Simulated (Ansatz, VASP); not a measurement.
**CdTe: VASP beside Ansatz**

```
Cd Te
1.0
     0.00000    3.04475    3.36525
     3.04475    0.00000    3.36525
     3.04475    3.04475    0.00000
Cd Te
1 1
Direct
  0.00000 0.00000 0.00000
  0.75000 0.75000 0.75000
```

Change from the starting cell: strain -0.050 along x and y, +0.050 along z, atoms carried along.

Alike in both runs: task single point; functional r2SCAN; k mesh 8 × 8 × 8; occupations gaussian, width 0.05 eV; no spin polarisation.

```csv
,VASP,Ansatz
version,VASP 6.6.1,Ansatz 0.2.0
potentials or method,"VASP PAW PBE potentials, release 64 (Cd, Te)","scalar-relativistic, plane waves, PAW"
plane-wave cutoff (eV),520,500
valence electrons in the cell,18,36
```

Ansatz gave:

- gap on the k mesh at the Fermi level (eV): 1.38
- least direct gap on the mesh (eV): 1.38
- pressure (GPa): 6.3
- largest component of the traceless stress (GPa): 1.08

Q: What did VASP give for the same quantities?

A: gap on the k mesh at the Fermi level (eV): 1.38; least direct gap on the mesh (eV): 1.38; pressure (GPa): 6.5; largest component of the traceless stress (GPa): 1.09.

The two sets of potentials don't hold the same shells in valence.

Caveats: the PAW data sets were made with another functional, which shifts forces and pressure a little (VASP); spin-orbit coupling is left out, which moves the levels of the heavy elements.
